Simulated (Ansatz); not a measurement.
# Ir (fcc): from the first guess to the electronic structure, part 2 of 2

Aim: bring Ir (fcc) to zero pressure, then compute its bands, density of states and charges. Whether the element takes this structure at low temperature is a separate question.

Ansatz 0.2.0; DFT PBEsol, scalar-relativistic, plane waves, PAW. Earlier steps stand in the parts before.

**6. A single point with the electronic structure**

input.yaml

```yaml
crystal:
  lattice:
    - [0.0, 1.9150774022, 1.9150774022]
    - [1.9150774022, 0.0, 1.9150774022]
    - [1.9150774022, 1.9150774022, 0.0]
  atoms:
    - { symbol: Ir, position: [0.0, 0.0, 0.0] }
basis:
  ecutwfc: 420
  ecutrho_ratio: 4
kpoints:
  mp_grid: { grid: [18, 18, 18] }
  band_path:
    path:
      - [[0.0, 0.0, 0.0], [0.5, 0.0, 0.5], [0.625, 0.25, 0.625]]
      - [[0.375, 0.375, 0.75], [0.0, 0.0, 0.0], [0.5, 0.5, 0.5], [0.5, 0.25, 0.75], [0.5, 0.0, 0.5]]
    npoints: 14
hamiltonian:
  xc: pbesol
scf:
  occupations: { method: gaussian, width: 0.05 }
output:
  forces: true
  stress: true
  eigenvalues: true
  populations: true
  dos: { projected: true, de: 0.02, nscf_kmesh: { grid: [27, 27, 27] } }
  bader: true
```

Log:

```text
Warning: RAYON_NUM_THREADS=4 ignored (pool sized by the plan → 4); use --threads N
Engine: ansatz 0.2.0, x86_64-unknown-linux-gnu
Pseudopotentials: kind: paw
Pseudopotential: Ir, paw, valence charge 17, recommended cutoff 420 eV (normal), Ir.paw.azcp
Functional definition: PBEsol
  exchange = pbesol_x
  correlation = pbesol_c
Crystal: 1 atoms, lattice volume = 14.047 Å³
Basis set: ecut = 420 eV, 283 PW (Γ), exchange–correlation on 40×40×40 points (8 copies of the dense FFT grid, shifted against one another)
Bands: 13, of which v1, the nominal top of the filled ones, is band 9 counted from 1 (8 counted from 0)
Symmetry: 48 space group operations
Space group: Fm-3m (ITA 225), of the structure as read, at distance tolerance 2.4e-5 Å
k-points: 195 of 5832
Non-local potential: Ir, projectors of the file, l = 0: 3, l = 1: 2, l = 2: 2, l = 3: 1
PAW form: soft (Blöchl's): semilocal exchange-correlation on the pseudo side does not see the compensation charge
PAW frozen core: Ir, regenerated for the run's functional, and the local potential with it (the file was generated under x = pbe(κ = 0.804, μ = 0.2195149727645171), c = pbe(β = 0.06672455060314922))
PAW one-centre angular grid: Ir, 590 points (default); XC on 64 Gauss nodes
Initial density: superposition of atomic densities (neutral atoms: chi_scale 0, normalization atom), corrected by the library's trained network
Initial wavefunctions: pseudopotential atomic-orbital guess
Functional: x = pbesol(κ = 0.804, μ = 0.12345679012345678), c = pbesol(β = 0.046)
SCF iter   1: F=—  HF=-11799.036846 eV  |F-HF|=—  |Δ(HF+E_count)|=         —  Δρ=5.47e-3  dr2=1.74e-3  ethr=1.77e-3  ⟨swp⟩=5.2  Hψ=13065  notcnv=0
preconditioner: auto → none  [metal: Δε(μ)=0.019 eV  Ē_g=14.303 eV  σ=0.050 eV  W_gap=0.22  n_scr=0 (ndim 8)  ℏωp=29.7 eV  f_vac=0.000  D(μ)=1.07/eV (n_scr^D=14)]
SCF iter   2: F=—  HF=-11799.036417 eV  |F-HF|=—  |Δ(HF+E_count)|=   4.29e-4  Δρ=2.29e-3  dr2=1.08e-4  ethr=1.03e-5  ⟨swp⟩=2.4  Hψ=5240  notcnv=0
SCF iter   3: F=—  HF=-11799.036540 eV  |F-HF|=—  |Δ(HF+E_count)|=   1.22e-4  Δρ=9.83e-4  dr2=1.94e-5  ethr=6.38e-7  ⟨swp⟩=1.0  Hψ=2452  notcnv=0
SCF iter   4: F=—  HF=-11799.036564 eV  |F-HF|=—  |Δ(HF+E_count)|=   2.45e-5  Δρ=3.80e-5  dr2=6.39e-8  ethr=1.14e-7  ⟨swp⟩=2.0  Hψ=3273  notcnv=0
iter 5 did not close the SCF: its close was put off for the readings that it lacked (scf_convergence_deferred on its scf_iter line)
SCF iter   5: F=-11799.036564 eV  HF=-11799.036564 eV  |F-HF|=2.18e-9  |Δ(HF+E_count)|=   1.95e-8  Δρ=4.67e-6  dr2=2.87e-9  ethr=3.76e-10  ⟨swp⟩=2.5  Hψ=3805  notcnv=0
SCF iter   6: F=-11799.036564 eV  HF=-11799.036564 eV  |F-HF|=3.64e-12  |Δ(HF+E_count)|=  9.62e-10  Δρ=5.17e-7  dr2=1.24e-11  ethr=1.69e-11  ⟨swp⟩=3.2  Hψ=8423  notcnv=0
SCF 1 converged in 6 iterations: F = -11799.036564 eV  dr2 = 1.24e-11
NSCF: frozen V_eff on 86 k-points
NSCF: frozen V_eff on 560 k-points
SCF converged after 6 iterations
Free energy (F): -11799.036564 eV
Harris-Foulkes:  -11799.036564 eV  (|F-HF|=3.64e-12)
Internal energy: -11799.035222 eV  (E = F + TS)
E sigma→0 (E₀):  -11799.035893 eV
Entropy (-TS):   -0.001342 eV (-1.342 meV/atom)
Fermi energy:    25.923533 eV
--- Per-component energies (eV) ---
  E_band       = -82.108189
  E_kinetic    = 623.503451
  E_local      = -1057.934441  (includes V_loc(G=0)·N_el)
  E_nonlocal   = 75.805032
  E_hartree    = 405.480479
  E_xc         = -266.685119
  E_vxc        = -299.942004  (∫ρ·V_xc dr)
  E_paw        = -9088.723080  (= ΣΔE_a)
  E_vpaw       = -234.501342  (= ΣTr[D̂ρ^β])
  E_aug_tail   = 0.000051  (compensation charges beyond the density's cutoff)
  E_ewald      = -2490.746880
  E_core_change = 0.265285  (= ΣΔE_core)
  E_smearing   = -0.001342  (= −TS)
  E_closure    = -0.000000  (closes the sum)
  Σ components = -11799.036564   (vs F -11799.036564, Δ=0.00e0)
--- Forces (eV/Å), atoms counted from 1 ---
  atom   1  Ir    -0.00000000    -0.00000000    -0.00000000
  max |Σ_I F_I| component: 1.31e-31 eV/Å
--- Stress (GPa, compression-positive) ---
       -0.009021       0.000000      -0.000000
        0.000000      -0.009021       0.000000
       -0.000000       0.000000      -0.009021
  P = ⅓ Tr σ = -0.0090 GPa (-0.090 kbar)
--- Band table (eV; the first three rows and the last of 195) ---
  k-point 0: bands = ["-67.0331", "-23.4746", "-23.4746", "-23.4746", "14.6268", "21.9376", "21.9376", "21.9376", "24.6863", "24.6863", "39.4299", "44.9709", "44.9709"]
  k-point 1: bands = ["-67.0311", "-23.5001", "-23.4781", "-23.4781", "14.7665", "21.8614", "21.9982", "21.9982", "24.6456", "24.6456", "39.6734", "44.3180", "45.2042"]
  k-point 2: bands = ["-67.0252", "-23.5733", "-23.4881", "-23.4881", "15.1706", "21.6662", "22.1570", "22.1570", "24.5564", "24.5564", "40.3430", "42.9882", "45.8847"]
  k-point 194: bands = ["-66.9422", "-24.0522", "-23.9713", "-23.7837", "19.4520", "20.4228", "21.4923", "24.1537", "27.4045", "34.0759", "34.2515", "35.5323", "39.2310"]
--- Löwdin populations: 1 site ---
  site symbol       q [e]
     0     Ir     16.7998
  spilling = 0.011779 (of n_electrons = 17.000000)
--- Bader charges: 1 site ---
  site symbol  charge [e]  shift [e]
     0     Ir      0.0000     0.0000
  estimated error of the sums over rays = 6.2e-7 e
```

Wall time 2 s (4 threads of an x86-64 CPU, shared host); peak memory 0.37 GiB.

Read off: volume 14.047 Å³/atom, pressure -0.01 GPa, metallic.

Band energies at the corners of the path (eV from the Fermi level), the three nearest on each side:

| point | filled | empty |
| --- | --- | --- |
| Γ | -3.99 -1.24 -1.24 |  |
| X | -8.07 -7.49 | 0.87 1.48 1.48 |
| U | -6.11 -2.98 -0.93 | 0.58 6.20 |
| K | -6.11 -2.98 -0.93 | 0.58 6.20 |
| L | -4.09 -4.09 -0.88 | 0.89 0.89 |
| W | -4.99 -4.99 -1.88 | 1.48 |

Empty levels over 7.0 eV, where the set of bands solved is no longer complete, are left out.

Where fewer filled levels are listed, no further ones lie within 9 eV under the Fermi level in the band file.

Bands that cross the Fermi level on the path (counted from 0), with the number of crossings: 6: 3, 7: 3, 8: 3, 9: 3.

States per cell in windows of 1 eV (zero at the Fermi level), total and by projection:

```
from  to  total  Ir 5d  Ir 6s
  -7  -6   1.12   0.99   0.12
  -6  -5   0.96   0.91   0.03
  -5  -4   1.23   1.13   0.07
  -4  -3   1.53   1.39   0.08
  -3  -2   0.96   0.86   0.05
  -2  -1   1.08   1.01   0.04
  -1   0   0.85   0.80   0.03
   0   1   1.22   1.17   0.03
   1   2   0.60   0.53   0.05
   2   3   0.27   0.14   0.08
   3   4   0.27   0.10   0.09
   4   5   0.26   0.06   0.10
   5   6   0.23   0.03   0.09
```

Below -7 eV the file holds 1.2 more states, down to its end at -10 eV.

The projection uses the shells of the potentials' files: it has no valence p orbitals on Ir, so such weight is missing from the shares.

**7. What came out**

This closing draws on all 2 parts. Changes of volume or cell count from the first structure of part 1.

```
                 quantity                                                                      value
              space group                                                            Fm-3m (No. 225)
        conventional cell  a = 3.830 Å, b = 3.830 Å, c = 3.830 Å, α = 90.00°, β = 90.00°, γ = 90.00°
                   volume                                                             14.047 Å³/atom
                 pressure                                                                  -0.01 GPa
                      gap                                                               none (metal)
states at the Fermi level                                                       0.89 per eV per cell
```

In words: Over the 3 runs shown the cell moved from 14.16 to 14.05 Å³/atom, a change of -0.8 %, where the pressure is zero within 0.01 GPa. Bands cross the Fermi level, so it is a metal at this level. A measured lattice constant a of Ir is 3.837 Å (powder; “Phase stability and electronic structure of iridium metal at the megabar range”, 2019, pmc:6586894); the calculated 3.830 Å misses it by -0.2 %. 2 values of this kind are on record in papers (3.837 to 3.838 Å); this one was drawn at random among those near their median, those with a stated uncertainty first. The calculation is for 0 K without zero-point motion. Spin–orbit coupling is left out, though the cell holds Ir; in elements this heavy it can shift levels and gaps by tenths of an eV.
